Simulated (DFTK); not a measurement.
# Pb (Fm-3m) in DFTK: equation of state

How stiff is Pb in PBE, and what volume does it want? The cell is scaled to several volumes.

Everything below comes from runs of DFTK 0.8.2. Logs are shortened: lines on timing, memory, paths and dates and some standing lists are left out, and cuts for length are marked.

## Step 1: The structure

It takes space group Fm-3m (No. 225, cubic). The conventional cell has a = 4.950 Å, b = 4.950 Å, c = 4.950 Å, α = 90.00°, β = 90.00°, γ = 90.00°. Around Pb (site symmetry m-3m) lie 12 Pb at 3.50 Å.

## Step 2: Equation of state, PBE

run.jl reads:

```julia
using DFTK
using PseudoPotentialData
using Unitful, UnitfulAtomic
using LinearAlgebra, Printf
include("save.jl")
disable_threading()

# lattice vectors are the columns
lattice = austrip(1u"Å") * [           0.0        2.47502        2.47502;
                  2.47502            0.0        2.47502;
                  2.47502        2.47502            0.0]
symbols   = [:Pb]
positions = [[0.0, 0.0, 0.0]]
pseudopotentials = PseudoFamily("dojo.nc.sr.pbe.v0_4_1.standard.upf")
elements = Dict(s => ElementPsp(s, pseudopotentials) for s in unique(symbols))
atoms    = [elements[s] for s in symbols]

build_model(lattice, positions; symmetries=true) =
    model_DFT(lattice, atoms, positions;
              functionals=PBE(),
              temperature=austrip(0.05u"eV"),
              smearing=Smearing.FermiDirac(),
              symmetries)
Ecut  = 34.0  # hartree
kgrid = [9, 9, 9]
tol   = 1e-6
to_GPa = ustrip(uconvert(u"GPa", 1u"hartree/bohr^3"))

results["points"] = []
for scale in [0.94, 0.96, 0.98, 1.0, 1.02, 1.04, 1.06]
    println("\n=== scale = ", scale)
    model = build_model(cbrt(scale) * lattice, positions)
    basis = PlaneWaveBasis(model; Ecut, kgrid)
    t0 = time()
    scfres = self_consistent_field(basis;
                                   tol,
                                   nbandsalg=AdaptiveBands(model; n_bands_converge=12))
    seconds = time() - t0
    @printf "SCF: %d iterations, %.1f s\n" scfres.n_iter seconds
    forces = compute_forces_cart(scfres)
    stress = compute_stresses_cart(scfres)
    @printf "V = %.5f Å^3  F = %.8f Ha  max force = %.5f eV/Å  p = %.4f GPa\n" ustrip(auconvert(u"Å^3", model.unit_cell_volume)) scfres.energies.total ustrip(auconvert(u"eV/Å", maximum(norm, forces))) (-tr(stress) / 3 * to_GPa)
    push!(results["points"], save_scf!(scfres; forces, stress, d=Dict{String,Any}("seconds" => seconds, "n_matvec" => get(scfres, :n_matvec, 0))))
end

# third-order Birch-Murnaghan fit in x = V^(-2/3)
V = [0.94, 0.96, 0.98, 1.0, 1.02, 1.04, 1.06] * abs(det(lattice))
E = [p["total"] for p in results["points"]]
x = V .^ (-2 / 3)
c = [x .^ 0 x x .^ 2 x .^ 3] \ E
Δ = c[3]^2 - 3c[2] * c[4]
if Δ > 0
    x0 = (-c[3] + sqrt(Δ)) / 3c[4]
    B0 = 4 / 9 * x0^(7 / 2) * (2c[3] + 6c[4] * x0)
    @printf "V0 = %.4f Å^3  B0 = %.2f GPa\n" ustrip(auconvert(u"Å^3", x0^(-3 / 2))) B0 * to_GPa
end
```

Potentials or basis: dojo.nc.sr.pbe.v0_4_1.standard.upf (PBE).

On the command line:

```console
$ julia --threads=1 run.jl  # save.jl only writes the numbers to a file and isn't shown; printed stress counts tension as positive; times include loading and compiling
```

What it wrote:

```text
=== scale = 0.94
n     Energy            log10(ΔE)   log10(Δρ)   Diag   Δtime
---   ---------------   ---------   ---------   ----   ------
  1   -70.37892383089                   -1.37    5.2    3.21s
  2   -70.38124503784       -2.63       -1.90    1.0    2.09s
  3   -70.38133930928       -4.03       -2.20    2.9    2.31s
  4   -70.38134243448       -5.51       -2.83    1.1    1.86s
  5   -70.38134434107       -5.72       -3.65    2.7    1.71s
  6   -70.38134434318       -8.68       -3.62    3.0    2.39s
  7   -70.38134437544       -7.49       -4.51    1.0    1.79s
  8   -70.38134437667       -8.91       -4.84    2.7    2.39s
  9   -70.38134437678       -9.97       -5.32    1.3    1.25s
 10   -70.38134437680      -10.70       -6.06    2.1    2.19s
SCF: 10 iterations, 21.5 s
V = 28.50322 Å^3  F = -70.38134438 Ha  max force = 0.00000 eV/Å  p = 5.9980 GPa

=== scale = 0.96
n     Energy            log10(ΔE)   log10(Δρ)   Diag   Δtime
---   ---------------   ---------   ---------   ----   ------
[... 51 further cycles ...]
  1   -70.38100315130                   -1.40    5.2    3.76s
  2   -70.38327482771       -2.64       -1.89    1.0    1.18s
  3   -70.38338909219       -3.94       -2.16    2.7    2.26s
  4   -70.38339168178       -5.59       -2.71    1.2    1.80s
  5   -70.38339488429       -5.49       -3.61    2.4    1.64s
  6   -70.38339488432      -10.49       -3.57    3.0    2.37s
  7   -70.38339492860       -7.35       -4.99    1.0    1.78s
  8   -70.38339492936       -9.12       -4.79    4.1    2.93s
  9   -70.38339492952       -9.80       -5.69    1.1    1.18s
 10   -70.38339492953      -11.35       -6.24    2.7    2.38s
SCF: 10 iterations, 21.6 s
V = 32.14193 Å^3  F = -70.38339493 Ha  max force = 0.00000 eV/Å  p = -0.3310 GPa
V0 = 31.8715 Å^3  B0 = 39.74 GPa
```

It took 5.1 min on 1 thread of Intel Xeon 6975P-C (Granite Rapids), shared host; peak memory 1.6 GiB.

Results:

* Equilibrium volume: 31.87 Å³/atom
* Bulk modulus: 40 GPa
* Pressure derivative of the bulk modulus: 5.4

Energy against volume, from the lowest point:
```tsv
volume (Å³/atom)	energy (meV/atom)
28.503	55.80
29.110	35.77
29.716	20.72
30.323	10.10
30.929	3.41
31.535	0.17
32.142	0.00
```

## Step 3: Single point, PBE, 28.50 Å³/atom (volume scaled by 0.94)

run.jl is that of step 2.

Potentials or basis: dojo.nc.sr.pbe.v0_4_1.standard.upf (PBE).

On the command line:

```console
$ julia --threads=1 run.jl  # one pass of the loop, scale = 0.94; save.jl only writes the numbers to a file and isn't shown; printed stress counts tension as positive; times include loading and compiling
```

It took 21 s on 1 thread of Intel Xeon 6975P-C (Granite Rapids), shared host.

The run converged. Its results:

| Item | Value |
| --- | --- |
| Free energy | -1915.1739 eV |
| Pressure | 6.0 GPa |
| Band gap on the k mesh | none (metal or under the smearing width) |

## Step 4: Single point, PBE, 29.11 Å³/atom (volume scaled by 0.96)

run.jl is that of step 3.

On the command line:

```console
$ julia --threads=1 run.jl  # one pass of the loop, scale = 0.96; save.jl only writes the numbers to a file and isn't shown; printed stress counts tension as positive; times include loading and compiling
```

It took 21 s on 1 thread of Intel Xeon 6975P-C (Granite Rapids), shared host.

It converged, with:

```yaml
Free_energy: -1915.1940 eV
Pressure: 4.6 GPa
Band_gap_on_the_k_mesh: none (metal or under the smearing width)
```

## Step 5: Single point, PBE, 29.72 Å³/atom (volume scaled by 0.98)

run.jl is that of step 4.

Potentials or basis: dojo.nc.sr.pbe.v0_4_1.standard.upf (PBE).

On the command line:

```console
$ julia --threads=1 run.jl  # one pass of the loop, scale = 0.98; save.jl only writes the numbers to a file and isn't shown; printed stress counts tension as positive; times include loading and compiling
```

Run time: 21 s. Hardware: 1 thread of Intel Xeon 6975P-C (Granite Rapids), shared host.

Results:

```
Free energy            : -1915.2090 eV
Pressure               : 3.4 GPa
Band gap on the k mesh : none (metal or under the smearing width)
```

## Step 6: Single point, PBE, 30.32 Å³/atom

run.jl is that of step 5.

Potentials or basis: dojo.nc.sr.pbe.v0_4_1.standard.upf (PBE).

On the command line:

```console
$ julia --threads=1 run.jl  # one pass of the loop, scale = 1.0; save.jl only writes the numbers to a file and isn't shown; printed stress counts tension as positive; times include loading and compiling
```

Run time: 21 s. Hardware: 1 thread of Intel Xeon 6975P-C (Granite Rapids), shared host.

Results (log left out):

| Item | Value |
| --- | --- |
| Free energy | -1915.2196 eV |
| Pressure | 2.3 GPa |
| Band gap on the k mesh | none (metal or under the smearing width) |

## Step 7: Single point, PBE, 30.93 Å³/atom (volume scaled by 1.02)

run.jl is that of step 6.

On the command line:

```console
$ julia --threads=1 run.jl  # one pass of the loop, scale = 1.02; save.jl only writes the numbers to a file and isn't shown; printed stress counts tension as positive; times include loading and compiling
```

Run time: 23 s. Hardware: 1 thread of Intel Xeon 6975P-C (Granite Rapids), shared host.

Results (log left out):

```yaml
Free_energy: -1915.2263 eV
Pressure: 1.3 GPa
Band_gap_on_the_k_mesh: none (metal or under the smearing width)
```

## Step 8: Single point, PBE, 31.54 Å³/atom (volume scaled by 1.04)

run.jl is that of step 7.

On the command line:

```console
$ julia --threads=1 run.jl  # one pass of the loop, scale = 1.04; save.jl only writes the numbers to a file and isn't shown; printed stress counts tension as positive; times include loading and compiling
```

It took 22 s on 1 thread of Intel Xeon 6975P-C (Granite Rapids), shared host.

The run converged. Its results:

```
Free energy            : -1915.2296 eV
Pressure               : 0.4 GPa
Band gap on the k mesh : none (metal or under the smearing width)
```

## Step 9: Single point, PBE, 32.14 Å³/atom (volume scaled by 1.06)

run.jl is that of step 8.

Potentials or basis: dojo.nc.sr.pbe.v0_4_1.standard.upf (PBE).

On the command line:

```console
$ julia --threads=1 run.jl  # one pass of the loop, scale = 1.06; save.jl only writes the numbers to a file and isn't shown; printed stress counts tension as positive; times include loading and compiling
```

Run time: 22 s. Hardware: 1 thread of Intel Xeon 6975P-C (Granite Rapids), shared host.

The run converged. Its results:

```yaml
Free_energy: -1915.2297 eV
Pressure: -0.3 GPa
Band_gap_on_the_k_mesh: none (metal or under the smearing width)
```

## Step 10: Comparison with measurements

Step 2. The cell as given is a measured one (30.32 Å³/atom); PBE puts the equilibrium volume +5.1 % from it, thermal expansion not counted.
